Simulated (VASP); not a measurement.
# BaTiO3 (P4mm) in VASP: further runs

The runs below take BaTiO3 through relaxation of shape and atoms at fixed volume, relaxation of cell and atoms, with PBEsol, PBE.

Everything below comes from runs of VASP 6.6.1. Logs are shortened: lines on timing, memory, paths and dates and some standing lists are left out, and cuts for length are marked.

## 1. The structure

It takes space group P4mm (No. 99, tetragonal). Conventional cell: a = 4.000 Å, b = 4.000 Å, c = 4.018 Å, α = 90.00°, β = 90.00°, γ = 90.00°. Ba (site symmetry 4mm) has 12 O at 2.79 to 2.88 Å as nearest neighbours. Around Ti (site symmetry 4mm) lie 6 O at 1.89 to 2.13 Å. O (site symmetry 4mm) has 2 Ti at 1.89 to 2.13 Å as nearest neighbours. Around O (site symmetry 2mm) lie 2 Ti at 2.00 Å.

## 2. Relaxation of shape and atoms at fixed volume, PBEsol (a relaxed cell with its volume scaled by 1.02)

Contents of INCAR:

```
PREC     = Accurate       # precision mode
ENCUT    = 600            # plane-wave cutoff, eV
EDIFF    = 1E-7           # SCF threshold, eV
ISMEAR   = 0              # smearing method
SIGMA    = 0.03           # smearing width, eV
LREAL    = F              # projectors in reciprocal space
LASPH    = T              # aspherical terms in the spheres
NELM     = 80             # most SCF steps
ALGO     = Fast           # electronic algorithm
ISIF     = 4              # what is computed and relaxed
LWAVE    = F              # write WAVECAR
LCHARG   = F              # write CHGCAR
GGA      = PS             # functional
IBRION   = 2              # ionic algorithm
NSW      = 40             # ionic steps
EDIFFG   = -0.01          # ionic threshold
KPAR     = 2
```

Contents of KPOINTS:

```
regular mesh
0
Gamma
  8 8 8
```

Contents of POSCAR:

```
BaTiO3                                  
1.0
    3.9934166304      0.0000000000      0.0000000000
    0.0000000000      3.9934166304     -0.0000000000
    0.0000000000      0.0000000000      4.0925952355
  Ba              Ti              O             
     1     1     3
Direct
     0.0000000000000000    1.0000000000000000    0.9986017990225708
     0.5000000000000000    0.5000000000000000    0.4819255852252555
     0.5000000000000000    0.5000000000000000    0.0291004915946275
     0.5000000000000000    0.0000000000000000    0.5166860620787762
     0.0000000000000000    0.5000000000000000    0.5166860620787762
```

Potentials or basis: VASP PAW PBE potentials, release 64 (Ba_sv, Ti_sv, O).

On the command line:

```console
> cat potpaw_PBE.64/Ba_sv/POTCAR potpaw_PBE.64/Ti_sv/POTCAR potpaw_PBE.64/O/POTCAR > POTCAR
> mpirun -np 2 vasp_std > vasp.out
```

OUTCAR:

```text
PREC = Accurate
   ENCUT = 600
   EDIFF = 1E-7
   ISMEAR = 0
   LREAL = F
   LASPH = T
   NELM = 80
   ISIF = 4
   GGA = PS
   IBRION = 2
   NSW = 40
   EDIFFG = -0.01

 ion  position               nearest neighbor table
   1  0.000  0.000  0.999-   4 2.81   5 2.81   5 2.81   4 2.81   3 2.83   3 2.83   3 2.83   3 2.83
                             4 2.91   5 2.91   5 2.91   4 2.91   2 3.45   2 3.45   2 3.45   2 3.45
   2  0.500  0.500  0.482-   3 1.85   4 2.00   5 2.00   4 2.00   5 2.00   3 2.24   1 3.45   1 3.45
                             1 3.45   1 3.45   1 3.53   1 3.53   1 3.53   1 3.53
   3  0.500  0.500  0.029-   2 1.85   2 2.24   1 2.83   1 2.83   1 2.83   1 2.83
   4  0.500  0.000  0.517-   2 2.00   2 2.00   1 2.81   1 2.81   1 2.91   1 2.91
   5  0.000  0.500  0.517-   2 2.00   2 2.00   1 2.81   1 2.81   1 2.91   1 2.91

  LATTYP: Found a simple tetragonal cell.
 ALAT       =     3.9934166304
 C/A-ratio  =     1.0248355266

  Lattice vectors:

 A1 = (   3.9934166304,   0.0000000000,   0.0000000000)
 A2 = (   0.0000000000,   3.9934166304,   0.0000000000)
 A3 = (   0.0000000000,   0.0000000000,   4.0925952355)

Analysis of symmetry for initial positions (statically):
=====================================================================
 Subroutine PRICEL returns:
 Original cell was already a primitive cell.

 Routine SETGRP: Setting up the symmetry group for a
 simple tetragonal supercell.

 Subroutine GETGRP returns: Found  8 space group operations
 (whereof  8 operations were pure point group operations)
 out of a pool of 16 trial point group operations.

The static configuration has the point symmetry C_4v.

Analysis of symmetry for dynamics (positions and initial velocities):
=====================================================================
 Subroutine PRICEL returns:
 Original cell was already a primitive cell.

 Routine SETGRP: Setting up the symmetry group for a
 simple tetragonal supercell.

 Subroutine GETGRP returns: Found  8 space group operations
 (whereof  8 operations were pure point group operations)
 out of a pool of 16 trial point group operations.

The dynamic configuration has the point symmetry C_4v.

 Subroutine INISYM returns: Found  8 space group operations
 (whereof  8 operations are pure point group operations),
 and found     1 'primitive' translations

----------------------------------------------------------------------------------------

                                     Primitive cell

  volume of cell :      65.2662

  direct lattice vectors                    reciprocal lattice vectors
     3.993416630  0.000000000  0.000000000     0.250412139  0.000000000  0.000000000
     0.000000000  3.993416630  0.000000000     0.000000000  0.250412139  0.000000000
     0.000000000  0.000000000  4.092595236     0.000000000  0.000000000  0.244343734

  length of vectors
     3.993416630  3.993416630  4.092595236     0.250412139  0.250412139  0.244343734

  position of ions in fractional coordinates (direct lattice)
     0.000000000  0.000000000  0.998601799
     0.500000000  0.500000000  0.481925585
     0.500000000  0.500000000  0.029100492
     0.500000000  0.000000000  0.516686062
     0.000000000  0.500000000  0.516686062

  ion indices of the primitive-cell ions
   primitive index   ion index
                 1           1
                 2           2
                 3           3
                 4           4
                 5           5

----------------------------------------------------------------------------------------

 KPOINTS: regular mesh

Automatic generation of k-mesh.
 Grid dimensions read from file:
 generate k-points for:    8    8    8

 Generating k-lattice:

  Cartesian coordinates                     Fractional coordinates (reciprocal lattice)
     0.031301517  0.000000000  0.000000000     0.125000000  0.000000000  0.000000000
     0.000000000  0.031301517  0.000000000     0.000000000  0.125000000  0.000000000
     0.000000000  0.000000000  0.030542967     0.000000000  0.000000000  0.125000000

  Length of vectors
     0.031301517  0.031301517  0.030542967

  Shift w.r.t. Gamma in fractional coordinates (k-lattice)
     0.000000000  0.000000000  0.000000000

 Subroutine IBZKPT returns following result:
 ===========================================

 Found     75 irreducible k-points:

 Following reciprocal coordinates:
            Coordinates               Weight
  0.000000  0.000000  0.000000      1.000000
  0.125000  0.000000  0.000000      4.000000
  0.250000  0.000000  0.000000      4.000000
  0.375000  0.000000  0.000000      4.000000
  0.500000  0.000000  0.000000      2.000000
  0.125000  0.125000  0.000000      4.000000
[... 16 lines left out ...]
  0.375000  0.125000  0.125000     16.000000
  0.500000  0.125000  0.125000      8.000000
 [... further k-points ...]
   k-points           NKPTS =     75   k-points in BZ     NKDIM =     75   number of bands    NBANDS=     24
   number of dos      NEDOS =    301   number of ions     NIONS =      5
   total plane-waves  NPLWV =  36864
   dimension x,y,z NGX =    32 NGY =   32 NGZ =   36
   dimension x,y,z NGXF=    64 NGYF=   64 NGZF=   72
   ions per type =               1   1   3
   NGX,Y,Z   is equivalent  to a cutoff of  13.32, 13.32, 14.62 a.u.
   NGXF,Y,Z  is equivalent  to a cutoff of  26.64, 26.64, 29.25 a.u.
 SYSTEM =  unknown system
   PREC   = accura    normal or accurate (medium, high low for compatibility)
   ISTART =      0    job   : 0-new  1-cont  2-samecut
   ICHARG =      2    charge: 1-file 2-atom 10-const
   ISPIN  =      1    spin polarized calculation?
   LNONCOLLINEAR =      F non collinear calculations
   LSORBIT =      F    spin-orbit coupling
   LASPH  =      T    aspherical Exc in radial PAW
   ENCUT  =  600.0 eV  44.10 Ry    6.64 a.u.   7.98  7.98  8.17*2*pi/ulx,y,z
   NELM   =     80;   NELMIN=  2; NELMDL= -5     # of ELM steps
   EDIFF  = 0.1E-06   stopping-criterion for ELM
   LREAL  =      F    real-space projection
   EDIFFG = -.1E-01   stopping-criterion for IOM
   NSW    =     40    number of steps for IOM
   IBRION =      2    ionic relax: 0-MD 1-quasi-New 2-CG
   NFREE  =      1    steps in history (QN), initial steepest desc. (CG)
   ISIF   =      4    stress and relaxation
   ISYM   =      2    0-nonsym 1-usesym 2-fastsym
   POTIM  = 0.5000    time-step for ionic-motion
   TEBEG  =    0.0;   TEEND  =   0.0 temperature during run
   PSTRESS=    0.0 pullay stress
   NELECT =      40.0000    total number of electrons
   NUPDOWN=      -1.0000    fix difference up-down
   EMIN   =  10.00;   EMAX   =-10.00  energy-range for DOS
   EFERMI =   0.00;   METHOD = LEGACY
   ISMEAR =     0;   SIGMA  =   0.03  broadening in eV -4-tet -1-fermi 0-gaus
   EFERMI_NEDOS =   21; number of points for ismear=-14 and -15
   IALGO  =     68    algorithm
   IMIX   =      4    mixing-type and parameters
     AMIX     =   0.40;   BMIX     =  1.00
     AMIX_MAG =   1.60;   BMIX_MAG =  1.00
  volume/ion in A,a.u.               =      13.05        88.09
  Fermi-wavevector in a.u.,A,eV,Ry     =   1.390589  2.627832 26.310103  1.933738
  Thomas-Fermi vector in A             =   2.514510
   LORBIT       =      0    0 simple, 1 ext, 2 COOP (PROOUT), +10 PAW based schemes
   GGA     = PS    functional components
   LHFCALC =     F    Hartree Fock is set to
   AEXX    =    0.0000 exact exchange contribution
   IVDW    =     0    specifies the selected vdW correction
   LEPSILON=     F    determine dielectric tensor
   LRPA    =     F    only Hartree local field effects (RPA)
 conjugate gradient relaxation of ions
 non-spin polarized calculation
 RMM-DIIS sequential band-by-band and
 Gauss-broadening in eV      SIGMA  =   0.03
  energy-cutoff  :      600.00
  volume of cell :       65.27
 maximum number of plane-waves:      2208
 NGX is ok and might be reduce to    32
   NGX = 15   NGY = 15   NGZ = 17

--------------------------------------- Ionic step        1  -------------------------------------------

 number of electron      39.9999991 magnetization

 Free energy of the ion-electron system (eV)
  ---------------------------------------------------
  ext. energy  EPLUGINS =         0.00000000
  ---------------------------------------------------
  free energy    TOTEN  =       -41.99678535 eV

  energy without entropy =      -41.99678535  energy(sigma->0) =      -41.99678535

------------------------ aborting loop EDIFF was not reached (unconverged)  ----------------------------

  FORCE on cell =-STRESS in cart. coord.  units (eV):
  Direction    XX          YY          ZZ          XY          YZ          ZX
  --------------------------------------------------------------------------------------
  -------------------------------------------------------------------------------------
  Total       -1.3603214     -1.3603214     -1.3415410      0.0000000      0.0000000      0.0000000
  in kB      -33.3936635    -33.3936635    -32.9326356      0.0000000      0.0000000      0.0000000
  external PRESSURE =     -33.2399875 kB  Pullay stress =       0.0000000 kB
[... 98 lines left out ...]
  FREE ENERGIE OF THE ION-ELECTRON SYSTEM (eV)
  ---------------------------------------------------
  free  energy   TOTEN  =       -41.9988931549 eV

  energy  without entropy=      -41.9988931549  energy(sigma->0) =      -41.99889315

[... ionic steps 4 to 9 ...]

--------------------------------------- Ionic step       10  -------------------------------------------

 number of electron      39.9999989 magnetization

------------------------ aborting loop because EDIFF is reached ----------------------------------------
[... 73 lines left out ...]
--------------------------------------- Ionic step       12  -------------------------------------------

 number of electron      39.9999989 magnetization

 Free energy of the ion-electron system (eV)
  ---------------------------------------------------
  ext. energy  EPLUGINS =         0.00000000
  ---------------------------------------------------
  free energy    TOTEN  =       -42.00110827 eV

  energy without entropy =      -42.00110827  energy(sigma->0) =      -42.00110827

 E-fermi :   3.8883     XC(G=0): -11.4057

 val. band max:        3.7153474484   @ k =   0.5000   0.5000   0.5000
 cond. band min:       5.4680473648   @ k =   0.0000   0.0000   0.0000
 fundamental gap:      1.7526999164
 Fermi energy:         3.8882629207

 k-point     1 :       0.0000    0.0000    0.0000
  band No.  band energies     occupation
      1     -52.6183      2.00000
      2     -29.0459      2.00000
      3     -28.9380      2.00000
      4     -28.9380      2.00000
      5     -21.2923      2.00000
      6     -13.2184      2.00000
[... 637 lines left out ...]
     23       7.3143      0.00000
     24       8.3822      0.00000

 [... further k-points ...]
[... 5 lines left out ...]
  --------------------------------------------------------------------------------------
  -------------------------------------------------------------------------------------
  Total       -0.9067051     -0.9067051     -0.9194652      0.0000000     -0.0000000      0.0000000
  in kB      -22.2581260    -22.2581260    -22.5713660      0.0000000     -0.0000000      0.0000000
  external PRESSURE =     -22.3625393 kB  Pullay stress =       0.0000000 kB
[... 20 lines left out ...]
  FREE ENERGIE OF THE ION-ELECTRON SYSTEM (eV)
  ---------------------------------------------------
  free  energy   TOTEN  =       -42.0011082744 eV

  energy  without entropy=      -42.0011082744  energy(sigma->0) =      -42.00110827

 reached required accuracy - stopping structural energy minimisation
```

Run time: 13 min. Hardware: 2 MPI ranks of Intel Xeon Platinum 8488C (Sapphire Rapids), shared host; peak memory 0.3 GiB.

What came out:

* Free energy: -42.0011 eV
* Energy gained by relaxing: 0.9 meV/atom
* Ionic steps: 12
* Pressure after relaxing: -2.2 GPa
* Largest force after relaxing: 0.006 eV/Å
* Band gap on the k mesh: 1.75 eV, indirect (least direct gap 2.26 eV)

Forces on the atoms (eV/Å):
```
Ba   0.000  0.000 -0.002
Ti   0.000  0.000 -0.002
O    0.000  0.000  0.006
O    0.000  0.000 -0.001
O    0.000  0.000 -0.001
```

The path:
| step | energy change (eV) | largest force (eV/Å) | pressure (GPa) |
| --- | --- | --- | --- |
| 1 | 0.0000 | 0.1954 | -3.32 |
| 2 | -0.0020 | 0.0467 | -2.93 |
| 3 | -0.0021 | 0.0369 | -2.82 |
| 4 | 0.5828 | 0.0477 | -2.26 |
| 5 | -0.0036 | 0.0366 | -2.56 |
| 6 | -0.0040 | 0.0369 | -2.40 |
| 7 | -0.0037 | 0.0381 | -2.05 |
| 8 | -0.0040 | 0.0367 | -2.29 |
| 9 | -0.0042 | 0.0260 | -2.26 |
| 10 | -0.0043 | 0.0196 | -2.23 |
| 11 | -0.0043 | 0.0164 | -2.23 |
| 12 | -0.0043 | 0.0061 | -2.24 |

Final structure:
```
CELL_PARAMETERS angstrom
3.97599 0.00000 0.00000
0.00000 3.97599 0.00000
0.00000 0.00000 4.12855
ATOMIC_POSITIONS crystal
Ba 0.00000 0.00000 0.99506
Ti 0.50000 0.50000 0.47709
O 0.50000 0.50000 0.03484
O 0.50000 0.00000 0.51801
O 0.00000 0.50000 0.51801
```

Caveat: the PAW data sets were made with another functional, which shifts forces and pressure a little; spin-orbit coupling is left out, which moves the levels of the heavy elements.

## 3. Relaxation of shape and atoms at fixed volume, PBEsol (a relaxed cell with its volume scaled by 1.04)

INCAR is that of step 2.

KPOINTS is that of step 2.

POSCAR, as its differences from that of step 2:

```diff
@@ -2,5 +2,5 @@
 1.0
-    3.9934166304      0.0000000000      0.0000000000
-    0.0000000000      3.9934166304     -0.0000000000
-    0.0000000000      0.0000000000      4.0925952355
+    4.0193486338      0.0000000000      0.0000000000
+    0.0000000000      4.0193486338     -0.0000000000
+    0.0000000000      0.0000000000      4.1191712739
   Ba              Ti              O
```

Potentials or basis: VASP PAW PBE potentials, release 64 (Ba_sv, Ti_sv, O).

On the command line:

```console
> cat potpaw_PBE.64/Ba_sv/POTCAR potpaw_PBE.64/Ti_sv/POTCAR potpaw_PBE.64/O/POTCAR > POTCAR
> mpirun -np 2 vasp_std > vasp.out
```

Run time: 14 min. Hardware: 2 MPI ranks of Intel Xeon Platinum 8488C (Sapphire Rapids), shared host; peak memory 0.31 GiB.

The run converged. Its results:

```
Free energy                  : -41.9784 eV
Energy gained by relaxing    : 3.5 meV/atom
Ionic steps                  : 13
Pressure after relaxing      : -4.0 GPa
Largest force after relaxing : 0.010 eV/Å
Band gap on the k mesh       : 1.74 eV, indirect (least direct gap 2.32 eV)
```

Forces on the atoms (eV/Å):
```
Ba   0.000  0.000  0.002
Ti   0.000  0.000 -0.010
O    0.000  0.000  0.003
O    0.000  0.000  0.002
O    0.000  0.000  0.002
```

The path:
| step | energy change (eV) | largest force (eV/Å) | pressure (GPa) |
| --- | --- | --- | --- |
| 1 | 0.0000 | 0.3792 | -6.28 |
| 2 | -0.0077 | 0.1072 | -5.53 |
| 3 | -0.0082 | 0.0700 | -5.26 |
| 4 | -0.0129 | 0.0735 | -4.84 |
| 5 | -0.0162 | 0.0904 | -4.03 |
| 6 | -0.0169 | 0.0889 | -4.29 |
| 7 | -0.0169 | 0.0574 | -4.23 |
| 8 | -0.0175 | 0.0332 | -4.18 |
| 9 | -0.0176 | 0.0289 | -4.16 |
| 10 | -0.0177 | 0.0107 | -4.10 |
| 11 | -0.0177 | 0.0129 | -4.05 |
| 12 | -0.0177 | 0.0110 | -4.05 |
| 13 | -0.0177 | 0.0099 | -4.02 |

Final structure:
```yaml
crystal:
  lattice:
    - [3.98174, 0.00000, 0.00000]
    - [0.00000, 3.98174, 0.00000]
    - [0.00000, 0.00000, 4.19735]
  atoms:
    - { symbol: Ba, position: [0.00000, 0.00000, 0.99082] }
    - { symbol: Ti, position: [0.50000, 0.50000, 0.47283] }
    - { symbol: O, position: [0.50000, 0.50000, 0.04090] }
    - { symbol: O, position: [0.50000, 0.00000, 0.51922] }
    - { symbol: O, position: [0.00000, 0.50000, 0.51922] }
```

Levels at points of the mesh, in eV from the valence-band top:
```tsv
k point	band 18	band 19	band 20	band 21	band 22	band 23
(0.00, 0.00, 0.00)	-0.92	-0.57	-0.57	1.74	2.38	2.38
(0.50, 0.00, 0.00)	-1.75	-1.58	-1.34	2.46	3.43	3.54
(0.50, 0.50, 0.00)	-1.16	-1.16	-0.06	3.58	3.58	3.91
(0.00, 0.00, 0.50)	-2.05	-0.75	-0.75	1.87	3.43	3.43
(0.50, 0.00, 0.50)	-1.19	-1.11	-0.53	3.44	3.48	3.72
(0.50, 0.50, 0.50)	-0.46	-0.46	0.00	3.97	3.97	4.09
```

Caveat: the PAW data sets were made with another functional, which shifts forces and pressure a little; spin-orbit coupling is left out, which moves the levels of the heavy elements.

(Continued in part 2 of 2.)
